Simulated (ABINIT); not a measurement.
Set up this calculation in ABINIT 10.8.3 (patched build), as the native input.

```yaml
Task: relaxation of cell and atoms
Functional: PBE
Potentials_or_basis: JTH PAW PBE v2.0
Cutoff: 463 eV
k_mesh: 8 × 8 × 8
Occupations: fermi-dirac, width 0.05 eV
Spin: no spin polarisation
Target_pressure: 5 GPa
Cell_freedom_optcell: 2
Cutoff_smearing_ecutsm_Ha: 0.5
Optimiser_ionmov: 2
Force_stop_Ha/bohr: 0.0005
Fine-grid_cutoff: 925.187 eV
```

Crystal: GaAs.

```xyz
2
Lattice="0.0000 2.8268 2.8268 2.8268 0.0000 2.8268 2.8268 2.8268 0.0000" Properties=species:S:1:pos:R:3 pbc="T T T"
As    4.2403    4.2403    4.2403
Ga    0.0000    0.0000    0.0000
```

The input as run:

run.abi

```
# Pseudopotentials
pp_dirpath "./"
pseudos "As.GGA_PBE-JTH.xml, Ga.GGA_PBE-JTH.xml"

# Structure
acell 3.9977696088 3.9977696088 3.9977696088 Angstrom
rprim
     0.0000000000     0.7071067812     0.7071067812
     0.7071067812     0.0000000000     0.7071067812
     0.7071067812     0.7071067812     0.0000000000
ntypat 2
znucl 33 31
natom 2
typat 1 2
xcart
     8.0129584431     8.0129584431     8.0129584431
     0.0000000000     0.0000000000     0.0000000000
chkprim 0
chksymtnons 0
tolsym 1.0e-6

# Plane-wave basis
ecut 462.593566 eV
pawecutdg 34.0
pawxcdev 0

# k points
kptopt 1
ngkpt 8 8 8
nshiftk 1
shiftk 0.0 0.0 0.0

# Exchange and correlation
ixc 11

# Bands and occupations
nband 18
occopt 3
tsmear 0.05 eV

# SCF cycle
nstep 100
tolvrs 1.0e-9

# Output
iomode 3
prtwf 0
prtden 0
prteig 0
prtebands 0
enunit 1

# Relaxation
ionmov 2
ntime 60
tolmxf 0.0005
optcell 2
dilatmx 1.08
ecutsm 0.5
strtarget 3*-1.699465e-04 3*0.0
```

Potentials or basis: JTH PAW PBE v2.0.

Launch:

```sh
$ abinit run.abi > log 2>&1
```

Results of the run:

The relaxed volume is 22.12 Å³/atom. The relaxed cell is a = 3.970 Å, b = 3.970 Å, c = 3.970 Å, α = 60.00°, β = 60.00°, γ = 60.00°. The space group after relaxing (to 0.05 Å) is F-43m (No. 216). The energy change on relaxing (the enthalpy is what falls) is +12.2 meV/atom and the ionic steps are 3. The pressure after relaxing is 5.0 GPa. The band gap on the k mesh is 0.67 eV, direct and the valence electrons inside the program's atomic spheres are As 12.72; Ga 11.09.

It took 64 s on 1 thread of Arm Neoverse V1 (shared host), peak memory 0.12 GiB.
